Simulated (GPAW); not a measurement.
Crystal: PbS (Galena).

```
Pb S
1.0
     0.00000    2.96575    2.96575
     2.96575    0.00000    2.96575
     2.96575    2.96575    0.00000
Pb S
1 1
Direct
  0.00000 0.00000 0.00000
  0.50000 0.50000 0.50000
```

Base run:

| Item | Value |
| --- | --- |
| Program | GPAW 26.7.0 |
| Functional | PBEsol |
| Potentials or basis | PAW data sets generated in the run's folder for this functional |
| Cutoff | 600 eV |
| Basis | pw |
| k mesh | 8 × 8 × 8 |
| Occupations | fermi-dirac, width 0.05 eV |
| Spin | no spin polarisation |

Its results: band gap on the k mesh 0.20 eV, direct; pressure -1.1 GPa.

Task: The run is repeated on the same cell with these changes: functional from PBEsol to LDA; potentials or basis from PAW data sets generated in the run's folder for this functional to the program's PAW data sets (release 1.2.1) made for this functional. What comes out?

Result: Band gap on the k mesh 0.18 eV, direct; pressure -2.8 GPa.

Caveats: spin-orbit coupling is left out, which as a rule narrows the gap of such compounds by several tenths of an eV.
